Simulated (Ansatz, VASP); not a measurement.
Two plane-wave programs on CdS (nc)

```
CELL_PARAMETERS angstrom
4.15000 0.00000 0.00000
-2.07500 3.59401 0.00000
0.00000 0.00000 6.73700
ATOMIC_POSITIONS crystal
Cd 0.33333 0.66667 0.00000
Cd 0.66667 0.33333 0.50000
S 0.33333 0.66667 0.37500
S 0.66667 0.33333 0.87500
```

Alike in both runs: task relaxation of cell and atoms; functional PBE; k mesh 9 × 9 × 4; occupations gaussian, width 0.02 eV; no spin polarisation.

```csv
,VASP,Ansatz
version,VASP 6.6.1,Ansatz 0.2.0
potentials or method,"VASP PAW PBE potentials, release 64 (Cd, S)","scalar-relativistic, plane waves, norm-conserving pseudopotentials"
plane-wave cutoff (eV),600,1071
valence electrons in the cell,36,52
```

|  | VASP | Ansatz | Ansatz less VASP |
| --- | --- | --- | --- |
| gap on the k mesh at the Fermi level, each at its own relaxed structure (eV) | 1.10 | 1.11 | +0.010 |
| relaxed volume (Å³/atom) | 26.16 | 26.04 | -0.116 |
| relaxed cell length with the largest relative difference (Å) | 6.840 | 6.829 | -0.0115 |
| energy change over the relaxation (meV/atom) | -8 | -6 | +1.7 |

The two sets of potentials don't hold the same shells in valence.

Expect the measured gap to be larger: semilocal functionals such as PBE lack the derivative discontinuity. PBE usually gives volumes a little too large and moduli too small. Zero-point motion and thermal expansion aren't in these numbers.
